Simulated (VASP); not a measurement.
# Al2O3 (Corundum) (R-3c) in VASP: notebook

Runs on Al2O3 (Corundum). Level: PBE. Tasks: relaxation of cell and atoms, single point.

Program: VASP 6.6.1. These are calculated values, not measurements. Logs are shortened: lines on timing, memory, paths and dates and some standing lists are left out, and cuts for length are marked.

**Experimental background.**

From “Multi-petahertz electron interference in Cr:Al2O3 solid-state material”, 2018, pmc:5906618, for a bulk crystal of Al2O3: band gap 8.7 eV (optical).

The results are compared with them further down.

## 1. Starting point

The structure is trigonal, space group R-3c (No. 167). Conventional cell: a = 4.760 Å, b = 4.760 Å, c = 12.996 Å, α = 90.00°, β = 90.00°, γ = 120.00°. Al (site symmetry 3) has 6 O at 1.85 to 1.97 Å as nearest neighbours. O (site symmetry 2) is surrounded by 4 Al at 1.85 to 1.97 Å.

## 2. Relaxation of cell and atoms, PBE (cell and atoms relaxed tightly for response)

File INCAR:

```
PREC = Accurate
ENCUT = 600
EDIFF = 1E-6
ISMEAR = 0
SIGMA = 0.01
LREAL = F
LASPH = T
NELM = 100
ALGO = Fast
ISIF = 3
LWAVE = F
LCHARG = F
GGA = PE
IBRION = 2
NSW = 80
EDIFFG = -0.001
```

File KPOINTS:

```
regular mesh
0
Gamma
  6 6 6
```

File POSCAR:

```
Al2O3
1.0
    2.4043547030      1.3881548350      4.3744984162
   -2.4043547030      1.3881548350      4.3744984162
    0.0000000000     -2.7763096700      4.3744984161
Al O
4 6
Direct
    0.3521453522      0.3521453522      0.3521453522
    0.1478546478      0.1478546478      0.1478546478
    0.6478546478      0.6478546478      0.6478546478
    0.8521453522      0.8521453522      0.8521453522
    0.5561715154      0.9438284846      0.2500000000
    0.2500000000      0.5561715154      0.9438284846
    0.9438284846      0.2500000000      0.5561715154
    0.4438284846      0.0561715154      0.7500000000
    0.7500000000      0.4438284846      0.0561715154
    0.0561715154      0.7500000000      0.4438284846
```

Potentials or basis: VASP PAW PBE potentials, release 64 (Al, O).

The run is started by

```
> cat potpaw_PBE.64/Al/POTCAR potpaw_PBE.64/O/POTCAR > POTCAR
> mpirun -np 1 vasp_std > vasp.out
```

OUTCAR:

```text
PREC = Accurate
   ENCUT = 600
   EDIFF = 1E-6
   ISMEAR = 0
   LREAL = F
   LASPH = T
   NELM = 100
   ISIF = 3
   GGA = PE
   IBRION = 2
   NSW = 80
   EDIFFG = -0.001

 ion  position               nearest neighbor table
   1  0.352  0.352  0.352-   8 1.87  10 1.87   9 1.87   6 1.99   5 1.99   7 1.99   2 2.68   3 2.82
                             3 2.82   3 2.82   2 3.25   2 3.25   2 3.25
   2  0.148  0.148  0.148-   8 1.87   9 1.87  10 1.87   7 1.99   5 1.99   6 1.99   1 2.68   4 2.82
                             4 2.82   4 2.82   1 3.25   1 3.25   1 3.25
   3  0.648  0.648  0.648-   5 1.87   7 1.87   6 1.87   9 1.99   8 1.99  10 1.99   4 2.68   1 2.82
                             1 2.82   1 2.82   4 3.25   4 3.25   4 3.25
   4  0.852  0.852  0.852-   5 1.87   6 1.87   7 1.87  10 1.99   8 1.99   9 1.99   3 2.68   2 2.82
                             2 2.82   2 2.82   3 3.25   3 3.25   3 3.25
   5  0.556  0.944  0.250-   3 1.87   4 1.87   1 1.99   2 1.99
   6  0.250  0.556  0.944-   4 1.87   3 1.87   1 1.99   2 1.99
   7  0.944  0.250  0.556-   3 1.87   4 1.87   2 1.99   1 1.99
   8  0.444  0.056  0.750-   1 1.87   2 1.87   3 1.99   4 1.99
   9  0.750  0.444  0.056-   2 1.87   1 1.87   3 1.99   4 1.99
  10  0.056  0.750  0.444-   1 1.87   2 1.87   4 1.99   3 1.99

  LATTYP: Found a trigonal (rhomboedric) cell.
 ALAT       =     5.1811322872
 COS(alpha) =     0.5692971867

  Lattice vectors:

 A1 = (   2.4043547030,   1.3881548350,   4.3744984162)
 A2 = (  -2.4043547030,   1.3881548350,   4.3744984162)
 A3 = (   0.0000000000,  -2.7763096700,   4.3744984161)

Analysis of symmetry for initial positions (statically):
=====================================================================
 Subroutine PRICEL returns:
 Original cell was already a primitive cell.

 Routine SETGRP: Setting up the symmetry group for a
 trigonal (rhombohedral) supercell.

 Subroutine GETGRP returns: Found 12 space group operations
 (whereof  6 operations were pure point group operations)
 out of a pool of 12 trial point group operations.

The static configuration has the point symmetry S_6 .
 The point group associated with its full space group is D_3d.

Analysis of symmetry for dynamics (positions and initial velocities):
=====================================================================
 Subroutine PRICEL returns:
 Original cell was already a primitive cell.

 Routine SETGRP: Setting up the symmetry group for a
 trigonal (rhombohedral) supercell.

 Subroutine GETGRP returns: Found 12 space group operations
 (whereof  6 operations were pure point group operations)
 out of a pool of 12 trial point group operations.
[... 140 lines left out ...]
  Fermi-wavevector in a.u.,A,eV,Ry     =   1.339625  2.531524 24.416951  1.794595
  Thomas-Fermi vector in A             =   2.468002
   LORBIT       =      0    0 simple, 1 ext, 2 COOP (PROOUT), +10 PAW based schemes
   GGA     = PE    functional components
   LHFCALC =     F    Hartree Fock is set to
   AEXX    =    0.0000 exact exchange contribution
   IVDW    =     0    specifies the selected vdW correction
   LEPSILON=     F    determine dielectric tensor
   LRPA    =     F    only Hartree local field effects (RPA)
 conjugate gradient relaxation of ions
 non-spin polarized calculation
 RMM-DIIS sequential band-by-band and
 Gauss-broadening in eV      SIGMA  =   0.01
  energy-cutoff  :      600.00
  volume of cell :       87.60
 maximum number of plane-waves:      2964
 NGX is ok and might be reduce to    42
   NGX = 21   NGY = 21   NGZ = 21

--------------------------------------- Ionic step        1  -------------------------------------------

 number of electron      47.9999999 magnetization

 Free energy of the ion-electron system (eV)
  ---------------------------------------------------
  ext. energy  EPLUGINS =         0.00000000
  ---------------------------------------------------
  free energy    TOTEN  =       -74.83229815 eV

  energy without entropy =      -74.83229815  energy(sigma->0) =      -74.83229815

------------------------ aborting loop because EDIFF is reached ----------------------------------------

  FORCE on cell =-STRESS in cart. coord.  units (eV):
  Direction    XX          YY          ZZ          XY          YZ          ZX
  --------------------------------------------------------------------------------------
  -------------------------------------------------------------------------------------
  Total       -0.2634693     -0.2634693     -0.2782898      0.0000000     -0.0000000      0.0000000
  in kB       -4.8186410     -4.8186410     -5.0896965      0.0000000     -0.0000000      0.0000000
  external PRESSURE =      -4.9089928 kB  Pullay stress =       0.0000000 kB
[... 113 lines left out ...]
  FREE ENERGIE OF THE ION-ELECTRON SYSTEM (eV)
  ---------------------------------------------------
  free  energy   TOTEN  =       -74.8325746899 eV

  energy  without entropy=      -74.8325746899  energy(sigma->0) =      -74.83257469

[... ionic steps 4 to 8 ...]

--------------------------------------- Ionic step        9  -------------------------------------------

 number of electron      47.9999999 magnetization

------------------------ aborting loop because EDIFF is reached ----------------------------------------
[... 83 lines left out ...]
--------------------------------------- Ionic step       11  -------------------------------------------

 number of electron      47.9999999 magnetization

 Free energy of the ion-electron system (eV)
  ---------------------------------------------------
  ext. energy  EPLUGINS =         0.00000000
  ---------------------------------------------------
  free energy    TOTEN  =       -74.83257879 eV

  energy without entropy =      -74.83257879  energy(sigma->0) =      -74.83257879

 E-fermi :   5.9286     XC(G=0): -11.5480

 val. band max:        5.8218078039   @ k =   0.0000   0.0000   0.0000
 cond. band min:      11.6941306284   @ k =   0.0000   0.0000   0.0000
 fundamental gap:      5.8723228245
 Fermi energy:         5.9286204584

 k-point     1 :       0.0000    0.0000    0.0000
  band No.  band energies     occupation
      1     -13.2073      2.00000
      2     -10.9784      2.00000
      3     -10.7156      2.00000
      4     -10.7156      2.00000
      5     -10.4084      2.00000
      6     -10.4084      2.00000
[... 781 lines left out ...]
     29      16.0195      0.00000
     30      16.7768      0.00000

 [... further k-points ...]
[... 5 lines left out ...]
  --------------------------------------------------------------------------------------
  -------------------------------------------------------------------------------------
  Total       -0.0020957     -0.0020957      0.0010345      0.0000000     -0.0000000     -0.0000000
  in kB       -0.0384083     -0.0384083      0.0189597      0.0000000     -0.0000000     -0.0000000
  external PRESSURE =      -0.0192856 kB  Pullay stress =       0.0000000 kB
[... 25 lines left out ...]
  FREE ENERGIE OF THE ION-ELECTRON SYSTEM (eV)
  ---------------------------------------------------
  free  energy   TOTEN  =       -74.8325787851 eV

  energy  without entropy=      -74.8325787851  energy(sigma->0) =      -74.83257879

 reached required accuracy - stopping structural energy minimisation
```

CONTCAR:

```text
Al2O3
   1.00000000000000
     2.4028518909274919    1.3872871860453386    4.3708546212328026
    -2.4028518909274919    1.3872871860453386    4.3708546212328026
     0.0000000000000000   -2.7745743720908740    4.3708546211329482
  Al              O
     4     6
Direct
     0.3521609658324623    0.3521609658324623    0.3521609658324623
     0.1478390341675376    0.1478390341675376    0.1478390341675376
     0.6478390341675376    0.6478390341675376    0.6478390341675376
     0.8521609658324624    0.8521609658324624    0.8521609658324624
     0.5561730779008280    0.9438269220991720    0.2500000000000000
     0.2500000000000000    0.5561730779008280    0.9438269220991720
     0.9438269220991720    0.2500000000000000    0.5561730779008280
     0.4438269220991719    0.0561730779008281    0.7500000000000000
     0.7500000000000000    0.4438269220991719    0.0561730779008281
     0.0561730779008281    0.7500000000000000    0.4438269220991719

  0.00000000E+00  0.00000000E+00  0.00000000E+00
  0.00000000E+00  0.00000000E+00  0.00000000E+00
  0.00000000E+00  0.00000000E+00  0.00000000E+00
  0.00000000E+00  0.00000000E+00  0.00000000E+00
  0.00000000E+00  0.00000000E+00  0.00000000E+00
  0.00000000E+00  0.00000000E+00  0.00000000E+00
  0.00000000E+00  0.00000000E+00  0.00000000E+00
  0.00000000E+00  0.00000000E+00  0.00000000E+00
  0.00000000E+00  0.00000000E+00  0.00000000E+00
  0.00000000E+00  0.00000000E+00  0.00000000E+00
```

Run time: 3.4 min. Hardware: 1 thread of Intel Xeon 6975P-C (Granite Rapids), shared host; peak memory 0.3 GiB.

What came out:

```yaml
Free_energy: -74.8326 eV
Relaxed_volume: 8.74 Å³/atom
Relaxed_cell: a = 5.177 Å, b = 5.177 Å, c = 5.177 Å, α = 55.31°, β = 55.31°, γ = 55.31°
Space_group_after_relaxing_to_0.05_Å: R-3c (No. 167)
Energy_gained_by_relaxing: 0.0 meV/atom
Ionic_steps: 11
Pressure_after_relaxing: 0.0 GPa
Band_gap_on_the_k_mesh: 5.87 eV, direct
```

The path:
```
step  energy change (eV)  largest force (eV/Å)  pressure (GPa)  volume (Å³)
   1              0.0000                0.0034           -0.49        87.60
   2             -0.0001                0.0036            0.41        87.26
   3             -0.0003                0.0014            0.02        87.42
   4             -0.0003                0.0015           -0.01        87.43
   5             -0.0003                0.0011           -0.02        87.43
   6             -0.0003                0.0035           -0.02        87.43
   7             -0.0003                0.0012           -0.02        87.43
   8             -0.0003                0.0010           -0.02        87.43
   9             -0.0003                0.0011           -0.02        87.43
  10             -0.0003                0.0006            0.02        87.41
  11             -0.0003                0.0006            0.00        87.42
```

Final structure:
```cif
data_structure
_symmetry_space_group_name_H-M 'P 1'
_symmetry_Int_Tables_number 1
_cell_length_a 5.1771
_cell_length_b 5.1771
_cell_length_c 5.1771
_cell_angle_alpha 55.308
_cell_angle_beta 55.308
_cell_angle_gamma 55.308
_cell_volume 87.42
loop_
_atom_site_label
_atom_site_type_symbol
_atom_site_fract_x
_atom_site_fract_y
_atom_site_fract_z
_atom_site_occupancy
Al1 Al 0.35216 0.35216 0.35216 1
Al2 Al 0.14784 0.14784 0.14784 1
Al3 Al 0.64784 0.64784 0.64784 1
Al4 Al 0.85216 0.85216 0.85216 1
O1 O 0.55617 0.94383 0.25000 1
O2 O 0.25000 0.55617 0.94383 1
O3 O 0.94383 0.25000 0.55617 1
O4 O 0.44383 0.05617 0.75000 1
O5 O 0.75000 0.44383 0.05617 1
O6 O 0.05617 0.75000 0.44383 1
```

Levels at points of the mesh, in eV from the valence-band top:
| k point | band 21 | band 22 | band 23 | band 24 | band 25 | band 26 | band 27 | band 28 |
| --- | --- | --- | --- | --- | --- | --- | --- | --- |
| (0.00, 0.00, 0.00) | -0.46 | -0.03 | -0.03 | 0.00 | 5.87 | 8.92 | 10.39 | 11.29 |
| (0.50, 0.00, 0.00) | -0.86 | -0.86 | -0.25 | -0.25 | 9.16 | 9.16 | 9.37 | 9.37 |
| (0.50, 0.50, 0.00) | -0.97 | -0.88 | -0.70 | -0.23 | 9.38 | 9.50 | 9.63 | 10.15 |
| (0.50, 0.50, 0.50) | -0.36 | -0.36 | -0.36 | -0.36 | 8.37 | 8.37 | 10.86 | 10.86 |

(Continued in part 2 of 2.)
